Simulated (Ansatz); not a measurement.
# OF2: Electric field gradients

The cell is a Materials Project structure (computed, not necessarily an observed phase).

```
O F
1.0
     9.58079    0.00000    0.00000
     0.00000    3.14975    0.00000
     0.00000    0.00000    5.41134
O F
4 8
Direct
  0.38042 0.25000 0.91896
  0.88042 0.25000 0.58104
  0.61958 0.75000 0.08104
  0.11958 0.75000 0.41896
  0.95320 0.25000 0.80910
  0.45320 0.25000 0.69090
  0.04680 0.75000 0.19090
  0.54680 0.75000 0.30910
  0.23827 0.25000 0.84794
  0.73827 0.25000 0.65206
  0.76173 0.75000 0.15206
  0.26173 0.75000 0.34794
```

Atoms are numbered from 1 in the order listed; like atoms form one site, named after its first atom.

The numbers come from a DFT calculation in Ansatz (r2SCAN, plane waves and PAW, scalar-relativistic, 500 eV cutoff, Γ-centred 4×10×6 k-points, Fermi–Dirac smearing 0.05 eV).

V_zz is the principal component of the electric field gradient with the largest magnitude, η = (V_xx − V_yy)/V_zz and C_Q = eQV_zz/h. Directions are in the Cartesian axes of the cell vectors above, for the atom listed; none is given where the gradient is under 0.02 or η is above 0.95.

```json
{"site": "O", "first atom": "1", "first shell": "2 F at 1.42 Å, angle 104°; also 4 O at 2.92–3.15 Å", "V_zz (10²¹ V/m²)": "-47.3", "η": "0.28", "direction of V_zz (x, y, z)": "0.00 1.00 0.00"}
{"site": "F5", "first atom": "5", "first shell": "1 O at 1.42 Å; also 8 F at 2.23–3.15 Å", "V_zz (10²¹ V/m²)": "49.3", "η": "0.15", "direction of V_zz (x, y, z)": "0.51 0.00 0.86"}
{"site": "F9", "first atom": "9", "first shell": "1 O at 1.42 Å; also 10 F at 2.23–3.15 Å", "V_zz (10²¹ V/m²)": "49.4", "η": "0.15", "direction of V_zz (x, y, z)": "0.97 0.00 0.25"}
```

At F5 and F9 V_zz points along its bond to O (within 2°) in each case. At O V_zz stands upright on the plane of its two bonds (within 1°).

The largest force is 0.6 eV/Å, so the atoms aren't at the calculated equilibrium and relaxing them would move these values.

Hardware: 1 thread of Arm Neoverse V1 (aarch64; 8 cores open to the job, memory cap 2.5 GiB, no GPU), a shared host with a load of 0.8 a core. Wall time 92 s, CPU time 92 s, peak memory 0.95 GiB.
